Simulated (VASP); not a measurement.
**Results of a VASP single-point calculation on CaSe (strained rocksalt)**

POSCAR

```
Ca Se
 1.0000000000000000
     0.0000000000000000    2.9675351259000000    2.8648584105000001
     2.9675351259000000    0.0000000000000000    2.8648584105000001
     2.9675351259000000    2.9675351259000000    0.0000000000000000
 Ca  Se
   1   1
Cartesian
  0.0000000000000000  0.0000000000000000  0.0000000000000000
  2.9675351258999996  2.9675351258999996  2.8648584104999997
```

| Quantity | Value |
| --- | --- |
| gap between bands v and c | 1.93 eV |
| least direct gap | 2.85 eV |

Band v is the last that the valence electrons fill when counted band by band, and c is the next. Levels in eV from the top of v:

```tsv
point	v−1	v	c	c+1
Γ	-0.02	0.00	3.39	3.60
X	-0.96	-0.89	1.95	4.95
K	-2.13	-1.22	3.20	5.71
L	-1.28	-1.27	4.53	5.50
W	-1.99	-1.70	4.32	4.32
```

Q: Which of these levels of theory gave these results?
A. r²SCAN
B. PBE
C. HSE06
D. PBE0
E. PBEsol
F. PBE with spin–orbit coupling
G. LDA

A: B.

The INCAR was:

```
IBRION = -1
LCHARG = .TRUE.
SIGMA = 0.02
NSW = 0
LELF = .TRUE.
PREC = Accurate
LASPH = .TRUE.
LREAL = .FALSE.
ENCUT = 520
EDIFF = 1E-7
NBANDS = 15
LWAVE = .FALSE.
ISMEAR = -1
NELM = 120
GGA = PE
ISIF = 2
```
